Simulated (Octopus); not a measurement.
As: single point with PBEsol

As:

```xyz
2
Lattice="1.8808 1.0859 3.5141 -1.8808 1.0859 3.5141 0.0000 -2.1718 3.5141" Properties=species:S:1:pos:R:3 pbc="T T T"
As    0.0000    0.0000    2.3825
As    0.0000    0.0000    8.1597
```

```json
{"Program": "Octopus 16.4", "Task": "single point", "Functional": "PBEsol", "Potentials or basis": "pseudodojo_pbesol (PseudoDojo 0.4, PBEsol)", "Grid spacing": "0.133 Å", "k mesh": "9 × 9 × 9", "Occupations": "fermi-dirac, width 0.05 eV", "Spin": "no spin polarisation", "Eigensolver": "chebyshev_filter", "k-point symmetries used": "yes", "ConvRelDens": "3e-07", "ExtraStates": "6", "DerivativesOrder": "8"}
```

```
Largest force          : 0.393 eV/Å
Band gap on the k mesh : none (metal or under the smearing width)
```

Forces on the atoms (eV/Å):
```
As   0.000  0.000  0.393
As   0.000  0.000 -0.393
```

Levels at points of the mesh, in eV from the Fermi level:
```tsv
k point	band 12	band 13	band 14	band 15	band 16	band 17	band 18	band 19
(0.00, 0.00, 0.00)	-5.80	-2.47	-2.01	-2.01	1.61	2.91	2.91	6.93
```

It took 10 min on 1 thread of Intel(R) Xeon(R) 6975P-C (Granite Rapids) (shared host), peak memory 2.7 GiB.
